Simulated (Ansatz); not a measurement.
# Sn: largest V_zz and pressure against volume scale

Results calculated with Ansatz 0.2.0, not measured. Periodic Kohn-Sham DFT of a crystal at fixed atoms, scaled to volume_scale times the given cell; pressure positive in compression, energy less spherical unpolarised free atoms, largest_vzz the field gradient of largest size among the nuclei.

The cell before it is scaled or strained (space group I4_1/amd, No. 141):
```
CELL_PARAMETERS angstrom
-2.91590 2.91590 1.59070
2.91590 -2.91590 1.59070
2.91590 2.91590 -1.59070
ATOMIC_POSITIONS crystal
Sn 0.00000 0.00000 0.00000
Sn 0.75000 0.25000 0.50000
```

Settings of every row: method all-electron PAW; functional PBE; relativity scalar; k mesh 15x15x15; filling fermi-dirac; smearing width 0.05 eV; nucleus gaussian.

Atom start moment: 0 on all atoms.

Limits: field gradient without spin-orbit coupling on heavy atoms; no gap: field gradients move with the k mesh.

| row | volume scale | V (Å³/atom) | largest V_zz (1e21 V/m^2) | pressure (GPa) |
| --- | --- | --- | --- | --- |
| 1 | 0.94 | 25.427 | 4.826 | 6.922 |
| 2 | 0.96 | 25.964 | 4.759 | 5.334 |
| 3 | 0.98 | 26.509 | ? | ? |
| 4 | 0.99 | 26.779 | 4.644 | 3.266 |
| 5 | 1 | 27.048 | 4.604 | 2.651 |
| 6 | 1.01 | 27.32 | 4.564 | 2.068 |
| 7 | 1.02 | 27.587 | 4.525 | 1.518 |
| 8 | 1.04 | 28.132 | 4.453 | 0.504 |

Question: what largest V_zz and pressure should row 3 give?

Worked fit of largest V_zz. Take t = volume scale − 0.99. The shown rows have t = -0.05, -0.03, 0, 0.01, 0.02, 0.03, 0.05. Their means are 0.0042857 and 4.625 1e21 V/m^2; the sums about the means are S_tt = 0.007171 and S_ty = -0.0271, whose ratio is the slope. Least squares give largest V_zz = 4.6412 − 3.779 × t 1e21 V/m^2. The rows lie off it by -0.004, 0.004, 0.003, 0.001, -0.002, -0.003, 0.001. The withheld row has t = -0.01, so the fit gives 4.6412 − 3.779 × (-0.01) = 4.679 1e21 V/m^2.

The calculation gave 4.684 1e21 V/m^2. The fit lies 0.005 1e21 V/m^2 (1.3 % of the column's range) below it; its largest miss of a shown row is 0.004 1e21 V/m^2.

Worked fit of pressure. Take u = (V_r/V)^(2/3) − 1 with V_r = 27.048 Å³ an atom, which is twice the finite (Eulerian) strain; such expansions in the strain, on which the Birch-Murnaghan equation of state is built, carry the rest volume and the bulk modulus. The shown rows have u = 0.04206, 0.02764, 0.00669, 0, -0.00665, -0.01307, -0.02586. Least squares give pressure = 2.6492 + 89.953 × u + 273.62 × u² GPa; a straight line predicts inner rows, each left out in turn, worse (root mean square 0.1 against 0.0079 GPa). The rows lie off it by 0.005, -0.011, 0.003, 0.002, 0.005, -0.002, -0.002 (root mean square 0.0052 GPa). The withheld row has u = 0.01351, so the fit gives 2.6492 + 89.953 × (0.01351) + 273.62 × (0.01351)² = 3.914 GPa.

The calculation gave 3.918 GPa. The fit lies 0.004 GPa (0.062 % of the column's range) below it; its largest miss of a shown row is 0.011 GPa.
